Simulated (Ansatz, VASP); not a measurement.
## CuO in VASP and in Ansatz

Contents of INCAR:

```
  PREC = Accurate
  ENCUT = 520
  EDIFF = 1E-6
  ISMEAR = -1
  SIGMA = 0.05
  LREAL = F
  LASPH = T
  NELM = 100
  ALGO = Normal
  ISIF = 2
  LWAVE = F
  LCHARG = F
  GGA = PE
  NBANDS = 16
```

KPOINTS

```
regular mesh
0
Gamma
  10 10 10
```

File POSCAR:

```
CuO
1.0
    0.0000000000      2.3272527300      2.3272527300
    2.3272527300      0.0000000000      2.3272527300
    2.3272527300      2.3272527300      0.0000000000
Cu O
1 1
Direct
    0.0000000000      0.0000000000      0.0000000000
    0.2500000000      0.2500000000      0.2500000000
```

The input input.yaml:

```yaml
crystal:
  lattice:
    - [0.0, 2.32725273, 2.32725273]
    - [2.32725273, 0.0, 2.32725273]
    - [2.32725273, 2.32725273, 0.0]
  atoms:
    - { symbol: Cu, position: [0.0, 0.0, 0.0] }
    - { symbol: O, position: [0.25, 0.25, 0.25] }
hamiltonian:
  xc: pbe
  pseudopotentials: { kind: paw }
kpoints:
  mp_grid: { grid: [10, 10, 10] }
scf:
  occupations: { method: fermi_dirac, width: 0.05 }
output:
  forces: true
  stress: true
  eigenvalues: true
  write_density: true
  write_potential: true
  elf: true
  volumetric_format: npy
```

Measurements of this composition are mostly on another form, of space group No. 15.

Alike in both runs: task single point; functional PBE; k mesh 10 × 10 × 10; occupations fermi-dirac, width 0.05 eV; no spin polarisation.

|  | VASP | Ansatz |
| --- | --- | --- |
| version | VASP 6.6.1 | Ansatz 0.2.0 |
| potentials or method | VASP PAW PBE potentials, release 64 (Cu, O) | Ansatz PAW |
| plane-wave cutoff (eV) | 520 | 420 |
| valence electrons in the cell | 17 | 25 |

|  | VASP | Ansatz | Ansatz less VASP |
| --- | --- | --- | --- |
| gap on the k mesh at the Fermi level (eV) | none | none | - |
| pressure (GPa) | -9.0 | -9.6 | -0.60 |

A gap of «none» marks a metal or a gap that the smearing closes. The two sets of potentials don't hold the same shells in valence.

Caveats: an odd number of electrons without spin polarisation forces a metal; a magnetic or distorted state may lie lower; the run has no spin polarisation, though such a crystal can be magnetic; semilocal functionals often make such compounds metallic where correlation or magnetic order opens a gap, which also shifts bond lengths; the pressure holds a Pulay correction of +0.6 GPa for the finite cutoff (Ansatz).
